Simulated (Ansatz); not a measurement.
**Aluminium, fcc under LDA: how the Gaussian smearing moves the result**

Aim: find which Gaussian smearing width is enough for energy and pressure. The geometry was relaxed under LDA beforehand and stays fixed; 7 values are run, from 0.01 to 1.0 eV. Wanted are the values from which on the energy stays within 10 and 1 meV/atom, and the pressure within 0.5 GPa, of the narrowest run. Within the series other settings stay, but some runs also write fields, which adds to their time. Spin polarisation is left out.

Computed with Ansatz 0.2.0 (DFT LDA, plane waves with PAW, scalar-relativistic, unless a step says otherwise).

## Step 1: Starting point

It takes space group Fm-3m (No. 225, cubic). The conventional cell has a = 3.983 Å, b = 3.983 Å, c = 3.983 Å, α = 90.00°, β = 90.00°, γ = 90.00°. Around Al (site symmetry m-3m) lie 12 Al at 2.82 Å.

As a file:

```cif
data_structure
_symmetry_space_group_name_H-M 'Fm-3m'
_symmetry_Int_Tables_number 225
_cell_length_a 3.9832
_cell_length_b 3.9832
_cell_length_c 3.9832
_cell_angle_alpha 90.000
_cell_angle_beta 90.000
_cell_angle_gamma 90.000
_cell_volume 63.20
loop_
_atom_site_label
_atom_site_type_symbol
_atom_site_symmetry_multiplicity
_atom_site_Wyckoff_symbol
_atom_site_fract_x
_atom_site_fract_y
_atom_site_fract_z
_atom_site_occupancy
Al1 Al 4 a 0.00000 0.00000 0.00000 1
```

## Step 2: With a width of 0.01 eV

The run at 0.01 eV.

Contents of input.yaml:

```yaml
crystal:
  lattice:
    - [0.0, 1.9916090303, 1.9916090303]
    - [1.9916090303, 0.0, 1.9916090303]
    - [1.9916090303, 1.9916090303, 0.0]
  atoms:
    - { symbol: Al, position: [0.0, 0.0, 0.0] }
hamiltonian:
  xc: lda
  pseudopotentials:
    kind: paw
    azcp:
      Al: "pseudopotentials/Al.paw.azcp"
basis:
  ecutwfc: 420
  fft_grid_basis: typed
kpoints:
  mp_grid: { grid: [14, 14, 14], shift: [0, 0, 0] }
magnetization:
  spin_polarized: false
scf:
  occupations: { method: gaussian, width: 0.01 }
  lower_state_search: "off"
output:
  stress: true
```

The run is started by

```bash
$ ansatz run input.yaml --threads 2 --pin off --max-ram 5120MiB --backend cpu --events-out ev --progress --plain --runs-dir out
```

The program printed, shortened:

```text
Warning: <dir> the record states the generating functional pbe (its physics header spells it `PBE`), which answers neither for hamiltonian.xc's functional nor for the lda family's — results may be inconsistent (PPs are generated against a specific XC)
Warning: RAYON_NUM_THREADS=2 ignored (pool sized by the plan → 2); use --threads N
[...]
Pseudopotentials: kind: paw
Pseudopotential: Al, paw, valence charge 3, recommended cutoff 420 eV (normal), <dir>
Functional definition: SPW92
[...]
Crystal: 1 atoms, lattice volume = 15.799 Å³
Basis set: ecut = 420 eV, 331 PW (Γ)
Bands: 6, of which v1, the nominal top of the filled ones, is band 2 counted from 1 (1 counted from 0)
Symmetry: 48 space group operations
Space group: Fm-3m (ITA 225), of the structure as read, at distance tolerance 2.5e-5 Å
k-points: 104 of 2744
[...]
SCF iter   1: F=—  HF=-512.871268 eV  |F-HF|=—  |Δ(HF+E_count)|=         —  Δρ=3.29e-3  dr2=1.56e-3  ethr=1.77e-3  ⟨swp⟩=5.1  Hψ=5684  notcnv=0
[...]
SCF iter   6: F=-512.870578 eV  HF=-512.870578 eV  |F-HF|=1.14e-13  |Δ(HF+E_count)|=  6.82e-13  Δρ=7.87e-9  dr2=8.47e-15  ethr=1.00e-12  ⟨swp⟩=1.0  Hψ=1444  notcnv=0
[...]
SCF converged after 6 iterations
Free energy (F): -512.870578 eV
[...]
E sigma→0 (E₀):  -512.870556 eV
Entropy (-TS):   -0.000043 eV (-0.043 meV/atom)
Fermi energy:    8.138027 eV
[...]
--- Stress (GPa, compression-positive) ---
       -0.199678       0.000000       0.000000
        0.000000      -0.199678      -0.000000
        0.000000       0.000000      -0.199678
  P = ⅓ Tr σ = -0.1997 GPa (-1.997 kbar)
```

It took 0.51 s on 2 threads of Arm Neoverse V1, shared host; peak memory 0.24 GiB.

## Step 3: With a width of 0.03 eV

The run at 0.03 eV.

input.yaml: that of step 2 with these lines changed.

```diff
@@ -21,3 +21,3 @@
 scf:
-  occupations: { method: gaussian, width: 0.01 }
+  occupations: { method: gaussian, width: 0.03 }
   lower_state_search: "off"
```

The run is started by

```bash
$ ansatz run input.yaml --threads 2 --pin off --max-ram 5120MiB --backend cpu --events-out ev --progress --plain --runs-dir out
```

The program printed, shortened:

```text
Warning: <dir> the record states the generating functional pbe (its physics header spells it `PBE`), which answers neither for hamiltonian.xc's functional nor for the lda family's — results may be inconsistent (PPs are generated against a specific XC)
Warning: RAYON_NUM_THREADS=2 ignored (pool sized by the plan → 2); use --threads N
[...]
Pseudopotentials: kind: paw
Pseudopotential: Al, paw, valence charge 3, recommended cutoff 420 eV (normal), <dir>
Functional definition: SPW92
[...]
Crystal: 1 atoms, lattice volume = 15.799 Å³
Basis set: ecut = 420 eV, 331 PW (Γ)
Bands: 6, of which v1, the nominal top of the filled ones, is band 2 counted from 1 (1 counted from 0)
Symmetry: 48 space group operations
Space group: Fm-3m (ITA 225), of the structure as read, at distance tolerance 2.5e-5 Å
k-points: 104 of 2744
[...]
SCF iter   1: F=—  HF=-512.871358 eV  |F-HF|=—  |Δ(HF+E_count)|=         —  Δρ=3.28e-3  dr2=1.55e-3  ethr=1.77e-3  ⟨swp⟩=4.9  Hψ=5661  notcnv=0
[...]
SCF iter   6: F=-512.870668 eV  HF=-512.870668 eV  |F-HF|=0.00e0  |Δ(HF+E_count)|=    0.00e0  Δρ=7.62e-9  dr2=8.38e-15  ethr=1.00e-12  ⟨swp⟩=1.0  Hψ=1448  notcnv=0
[...]
SCF converged after 6 iterations
Free energy (F): -512.870668 eV
[...]
E sigma→0 (E₀):  -512.870592 eV
Entropy (-TS):   -0.000151 eV (-0.151 meV/atom)
Fermi energy:    8.147127 eV
[...]
--- Stress (GPa, compression-positive) ---
       -0.210732       0.000000       0.000000
       -0.000000      -0.210732       0.000000
        0.000000       0.000000      -0.210732
  P = ⅓ Tr σ = -0.2107 GPa (-2.107 kbar)
```

Run time: 0.5 s. Hardware: 2 threads of Arm Neoverse V1, shared host; peak memory 0.24 GiB.

## Step 4: With a width of 0.1 eV

The run at 0.1 eV.

input.yaml: that of step 3 with these lines changed.

```diff
@@ -21,3 +21,3 @@
 scf:
-  occupations: { method: gaussian, width: 0.03 }
+  occupations: { method: gaussian, width: 0.1 }
   lower_state_search: "off"
```

The run is started by

```bash
$ ansatz run input.yaml --threads 2 --pin off --max-ram 5120MiB --backend cpu --events-out ev --progress --plain --runs-dir out
```

The program printed, shortened:

```text
Warning: <dir> the record states the generating functional pbe (its physics header spells it `PBE`), which answers neither for hamiltonian.xc's functional nor for the lda family's — results may be inconsistent (PPs are generated against a specific XC)
Warning: RAYON_NUM_THREADS=2 ignored (pool sized by the plan → 2); use --threads N
[...]
Pseudopotentials: kind: paw
Pseudopotential: Al, paw, valence charge 3, recommended cutoff 420 eV (normal), <dir>
Functional definition: SPW92
[...]
Crystal: 1 atoms, lattice volume = 15.799 Å³
Basis set: ecut = 420 eV, 331 PW (Γ)
Bands: 6, of which v1, the nominal top of the filled ones, is band 2 counted from 1 (1 counted from 0)
Symmetry: 48 space group operations
Space group: Fm-3m (ITA 225), of the structure as read, at distance tolerance 2.5e-5 Å
k-points: 104 of 2744
[...]
SCF iter   1: F=—  HF=-512.872309 eV  |F-HF|=—  |Δ(HF+E_count)|=         —  Δρ=3.27e-3  dr2=1.55e-3  ethr=1.77e-3  ⟨swp⟩=4.8  Hψ=5463  notcnv=0
[...]
SCF iter   6: F=-512.871619 eV  HF=-512.871619 eV  |F-HF|=3.41e-13  |Δ(HF+E_count)|=  5.68e-13  Δρ=7.85e-9  dr2=7.88e-15  ethr=1.00e-12  ⟨swp⟩=1.0  Hψ=1458  notcnv=0
[...]
SCF converged after 6 iterations
Free energy (F): -512.871619 eV
[...]
E sigma→0 (E₀):  -512.870427 eV
Entropy (-TS):   -0.002383 eV (-2.383 meV/atom)
Fermi energy:    8.153016 eV
[...]
--- Stress (GPa, compression-positive) ---
       -0.224693       0.000000       0.000000
        0.000000      -0.224693       0.000000
        0.000000       0.000000      -0.224693
  P = ⅓ Tr σ = -0.2247 GPa (-2.247 kbar)
```

It took 0.47 s on 2 threads of Arm Neoverse V1, shared host; peak memory 0.24 GiB.

## Step 5: With a width of 0.2 eV

The run at 0.2 eV.

input.yaml: that of step 4 with these lines changed.

```diff
@@ -21,3 +21,3 @@
 scf:
-  occupations: { method: gaussian, width: 0.1 }
+  occupations: { method: gaussian, width: 0.2 }
   lower_state_search: "off"
```

The run is started by

```bash
$ ansatz run input.yaml --threads 2 --pin off --max-ram 5120MiB --backend cpu --events-out ev --progress --plain --runs-dir out
```

The program printed, shortened:

```text
Warning: <dir> the record states the generating functional pbe (its physics header spells it `PBE`), which answers neither for hamiltonian.xc's functional nor for the lda family's — results may be inconsistent (PPs are generated against a specific XC)
Warning: RAYON_NUM_THREADS=2 ignored (pool sized by the plan → 2); use --threads N
[...]
Pseudopotentials: kind: paw
Pseudopotential: Al, paw, valence charge 3, recommended cutoff 420 eV (normal), <dir>
Functional definition: SPW92
[...]
Crystal: 1 atoms, lattice volume = 15.799 Å³
Basis set: ecut = 420 eV, 331 PW (Γ)
Bands: 6, of which v1, the nominal top of the filled ones, is band 2 counted from 1 (1 counted from 0)
Symmetry: 48 space group operations
Space group: Fm-3m (ITA 225), of the structure as read, at distance tolerance 2.5e-5 Å
k-points: 104 of 2744
[...]
SCF iter   1: F=—  HF=-512.875951 eV  |F-HF|=—  |Δ(HF+E_count)|=         —  Δρ=3.31e-3  dr2=1.59e-3  ethr=1.77e-3  ⟨swp⟩=4.8  Hψ=5208  notcnv=0
[...]
SCF iter   6: F=-512.875239 eV  HF=-512.875239 eV  |F-HF|=0.00e0  |Δ(HF+E_count)|=  1.14e-13  Δρ=7.21e-9  dr2=7.03e-15  ethr=1.00e-12  ⟨swp⟩=1.0  Hψ=1472  notcnv=0
[...]
SCF converged after 6 iterations
Free energy (F): -512.875239 eV
[...]
E sigma→0 (E₀):  -512.870494 eV
Entropy (-TS):   -0.009491 eV (-9.491 meV/atom)
Fermi energy:    8.168700 eV
[...]
--- Stress (GPa, compression-positive) ---
       -0.151684      -0.000000       0.000000
        0.000000      -0.151684       0.000000
        0.000000       0.000000      -0.151684
  P = ⅓ Tr σ = -0.1517 GPa (-1.517 kbar)
```

Run time: 0.49 s. Hardware: 2 threads of Arm Neoverse V1, shared host; peak memory 0.24 GiB.

## Step 6: With a width of 0.3 eV

The run at 0.3 eV.

input.yaml: that of step 5 with these lines changed.

```diff
@@ -21,3 +21,3 @@
 scf:
-  occupations: { method: gaussian, width: 0.2 }
+  occupations: { method: gaussian, width: 0.3 }
   lower_state_search: "off"
@@ -25 +25,5 @@
   stress: true
+  write_density: true
+  write_potential: true
+  elf: true
+  volumetric_format: npy
```

The run is started by

```bash
$ ansatz run input.yaml --threads 2 --pin off --max-ram 5120MiB --backend cpu --events-out ev --progress --plain --runs-dir out
```

The program printed, shortened:

```text
Warning: <dir> the record states the generating functional pbe (its physics header spells it `PBE`), which answers neither for hamiltonian.xc's functional nor for the lda family's — results may be inconsistent (PPs are generated against a specific XC)
Warning: RAYON_NUM_THREADS=2 ignored (pool sized by the plan → 2); use --threads N
[...]
Pseudopotentials: kind: paw
Pseudopotential: Al, paw, valence charge 3, recommended cutoff 420 eV (normal), <dir>
Functional definition: SPW92
[...]
Crystal: 1 atoms, lattice volume = 15.799 Å³
Basis set: ecut = 420 eV, 331 PW (Γ)
Bands: 6, of which v1, the nominal top of the filled ones, is band 2 counted from 1 (1 counted from 0)
Symmetry: 48 space group operations
Space group: Fm-3m (ITA 225), of the structure as read, at distance tolerance 2.5e-5 Å
k-points: 104 of 2744
[...]
SCF iter   1: F=—  HF=-512.881802 eV  |F-HF|=—  |Δ(HF+E_count)|=         —  Δρ=3.35e-3  dr2=1.64e-3  ethr=1.77e-3  ⟨swp⟩=4.7  Hψ=5103  notcnv=0
[...]
SCF iter   6: F=-512.881069 eV  HF=-512.881069 eV  |F-HF|=2.27e-13  |Δ(HF+E_count)|=    0.00e0  Δρ=7.59e-9  dr2=7.68e-15  ethr=1.00e-12  ⟨swp⟩=4.3  Hψ=2425  notcnv=0
[...]
SCF converged after 6 iterations
Free energy (F): -512.881069 eV
[...]
E sigma→0 (E₀):  -512.870704 eV
Entropy (-TS):   -0.020730 eV (-20.730 meV/atom)
Fermi energy:    8.180332 eV
[...]
--- Stress (GPa, compression-positive) ---
       -0.047670       0.000000       0.000000
       -0.000000      -0.047670       0.000000
        0.000000      -0.000000      -0.047670
  P = ⅓ Tr σ = -0.0477 GPa (-0.477 kbar)
--- Band table (eV; the first three rows and the last of 104) ---
  k-point 0: bands = ["-3.2050", "20.8829", "20.8829", "20.8829", "22.6624", "22.6624"]
[...]
```

Run time: 0.64 s. Hardware: 2 threads of Arm Neoverse V1, shared host; peak memory 0.25 GiB.

## Step 7: With a width of 0.6 eV

The run at 0.6 eV.

input.yaml: that of step 6 with these lines changed.

```diff
@@ -21,3 +21,3 @@
 scf:
-  occupations: { method: gaussian, width: 0.3 }
+  occupations: { method: gaussian, width: 0.6 }
   lower_state_search: "off"
```

The run is started by

```bash
$ ansatz run input.yaml --threads 2 --pin off --max-ram 5120MiB --backend cpu --events-out ev --progress --plain --runs-dir out
```

The program printed, shortened:

```text
Warning: <dir> the record states the generating functional pbe (its physics header spells it `PBE`), which answers neither for hamiltonian.xc's functional nor for the lda family's — results may be inconsistent (PPs are generated against a specific XC)
Warning: RAYON_NUM_THREADS=2 ignored (pool sized by the plan → 2); use --threads N
[...]
Pseudopotentials: kind: paw
Pseudopotential: Al, paw, valence charge 3, recommended cutoff 420 eV (normal), <dir>
Functional definition: SPW92
[...]
Crystal: 1 atoms, lattice volume = 15.799 Å³
Basis set: ecut = 420 eV, 331 PW (Γ)
Bands: 6, of which v1, the nominal top of the filled ones, is band 2 counted from 1 (1 counted from 0)
Symmetry: 48 space group operations
Space group: Fm-3m (ITA 225), of the structure as read, at distance tolerance 2.5e-5 Å
k-points: 104 of 2744
[...]
SCF iter   1: F=—  HF=-512.911543 eV  |F-HF|=—  |Δ(HF+E_count)|=         —  Δρ=3.46e-3  dr2=1.76e-3  ethr=1.77e-3  ⟨swp⟩=4.7  Hψ=5070  notcnv=0
[...]
SCF iter   6: F=-512.910760 eV  HF=-512.910760 eV  |F-HF|=1.14e-13  |Δ(HF+E_count)|=  1.48e-12  Δρ=5.78e-9  dr2=4.53e-15  ethr=1.00e-12  ⟨swp⟩=4.0  Hψ=2318  notcnv=0
[...]
SCF converged after 6 iterations
Free energy (F): -512.910760 eV
[...]
E sigma→0 (E₀):  -512.872650 eV
Entropy (-TS):   -0.076220 eV (-76.220 meV/atom)
Fermi energy:    8.188473 eV
[...]
--- Stress (GPa, compression-positive) ---
        0.275229       0.000000       0.000000
        0.000000       0.275229       0.000000
        0.000000      -0.000000       0.275229
  P = ⅓ Tr σ = 0.2752 GPa (2.752 kbar)
--- Band table (eV; the first three rows and the last of 104) ---
  k-point 0: bands = ["-3.2048", "20.8832", "20.8832", "20.8832", "22.6630", "22.6630"]
[...]
```

Wall time 0.67 s (2 threads of Arm Neoverse V1, shared host); peak memory 0.25 GiB.

## Step 8: With a width of 1.0 eV

The run at 1.0 eV.

input.yaml: that of step 7 with these lines changed.

```diff
@@ -21,3 +21,3 @@
 scf:
-  occupations: { method: gaussian, width: 0.6 }
+  occupations: { method: gaussian, width: 1.0 }
   lower_state_search: "off"
@@ -25,5 +25 @@
   stress: true
-  write_density: true
-  write_potential: true
-  elf: true
-  volumetric_format: npy
```

The run is started by

```bash
$ ansatz run input.yaml --threads 2 --pin off --max-ram 5120MiB --backend cpu --events-out ev --progress --plain --runs-dir out
```

The program printed, shortened:

```text
Warning: <dir> the record states the generating functional pbe (its physics header spells it `PBE`), which answers neither for hamiltonian.xc's functional nor for the lda family's — results may be inconsistent (PPs are generated against a specific XC)
Warning: RAYON_NUM_THREADS=2 ignored (pool sized by the plan → 2); use --threads N
[...]
Pseudopotentials: kind: paw
Pseudopotential: Al, paw, valence charge 3, recommended cutoff 420 eV (normal), <dir>
Functional definition: SPW92
[...]
Crystal: 1 atoms, lattice volume = 15.799 Å³
Basis set: ecut = 420 eV, 331 PW (Γ)
Bands: 6, of which v1, the nominal top of the filled ones, is band 2 counted from 1 (1 counted from 0)
Symmetry: 48 space group operations
Space group: Fm-3m (ITA 225), of the structure as read, at distance tolerance 2.5e-5 Å
k-points: 104 of 2744
[...]
SCF iter   1: F=—  HF=-512.976672 eV  |F-HF|=—  |Δ(HF+E_count)|=         —  Δρ=3.56e-3  dr2=1.87e-3  ethr=1.77e-3  ⟨swp⟩=4.7  Hψ=5057  notcnv=0
[...]
SCF iter   6: F=-512.975846 eV  HF=-512.975846 eV  |F-HF|=2.27e-13  |Δ(HF+E_count)|=  2.27e-13  Δρ=8.08e-9  dr2=4.54e-15  ethr=1.00e-12  ⟨swp⟩=1.0  Hψ=1527  notcnv=0
[...]
SCF converged after 6 iterations
Free energy (F): -512.975846 eV
[...]
E sigma→0 (E₀):  -512.876372 eV
Entropy (-TS):   -0.198948 eV (-198.948 meV/atom)
Fermi energy:    8.178232 eV
[...]
--- Stress (GPa, compression-positive) ---
        0.762116       0.000000      -0.000000
        0.000000       0.762116      -0.000000
       -0.000000      -0.000000       0.762116
  P = ⅓ Tr σ = 0.7621 GPa (7.621 kbar)
```

It took 0.49 s on 2 threads of Arm Neoverse V1, shared host; peak memory 0.24 GiB.

## Step 9: All values side by side

Differences are taken from the run at 0.01 eV.

```tsv
smearing (eV)	F (meV/atom)	E(σ → 0) (meV/atom)	P (GPa)	SCF cycles	CPU time
0.01	0.00	0.00	-0.20	6	0.84 s
0.03	-0.09	-0.04	-0.21	6	0.81 s
0.1	-1.04	0.13	-0.22	6	0.77 s
0.2	-4.66	0.06	-0.15	6	0.81 s
0.3	-10.49	-0.15	-0.05	6	1.1 s
0.6	-40.18	-2.09	0.28	6	1.1 s
1.0	-105.27	-5.82	0.76	6	0.8 s
```

## Step 10: Results

| quantity | value |
| --- | --- |
| E(σ → 0) stays within 10 meV/atom of 0.01 eV | up to 1.0 eV |
| E(σ → 0) stays within 1 meV/atom | up to 0.3 eV |
| pressure stays within 0.5 GPa | up to 0.6 eV |
| pressure at 0.01 eV | -0.20 GPa |
| energy of a separate run on a finer mesh (22×22×22) | -8.7 meV/atom from 0.01 eV |

The far end, 1.0 eV, lies -5.8 meV/atom and +1.0 GPa from the yardstick. The free energy F moves by -105.3 meV/atom over the range, and the estimate for σ → 0 by -5.8. With this scheme F falls about as the square of the width. The mesh (14×14×14) is fixed, so the narrowest widths carry a k-point error of their own. The yardstick itself is unsettled by 8.7 meV/atom against the finer mesh, so the thresholds above hold only within this series, and wider smearing, which averages over more states, can land nearer the fine-mesh value than the narrowest does. The cell taken over is 5 % smaller than the measured one (16.60 Å³/atom, COD).
